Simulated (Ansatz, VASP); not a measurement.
# Two plane-wave programs on AlNi

```
Al Ni
1.0
     2.85742    0.00000    0.00000
     0.00000    2.85742    0.00000
     0.00000    0.00000    2.85742
Al Ni
1 1
Direct
  0.00000 0.00000 0.00000
  0.50000 0.50000 0.50000
```

Alike in both runs: functional PBE; dispersion D3(BJ); k mesh 14 × 14 × 14; occupations gaussian, width 0.1 eV; no spin polarisation.

Ansatz relaxed the structure, and its values are those at the end. VASP's run is a single point on that final structure, the one shown.

|  | VASP | Ansatz |
| --- | --- | --- |
| version | VASP 6.6.1 | Ansatz 0.2.0 |
| potentials or method | VASP PAW PBE potentials, release 64 (Al, Ni) | scalar-relativistic, plane waves, PAW |
| plane-wave cutoff (eV) | 520 | 420 |
| valence electrons in the cell | 13 | 21 |

```csv
,VASP,Ansatz,Ansatz less VASP
gap on the k mesh at the Fermi level (eV),none,none,-
pressure (GPa),0.0,0.0,+0.04
```

A gap of «none» marks a metal or a gap that the smearing closes. The two sets of potentials don't hold the same shells in valence.

Caveats: pairwise dispersion overbinds metals, which lowers pressure and volume. Spin polarisation is off, so any magnetic state and its effect on volume and gap are missing.
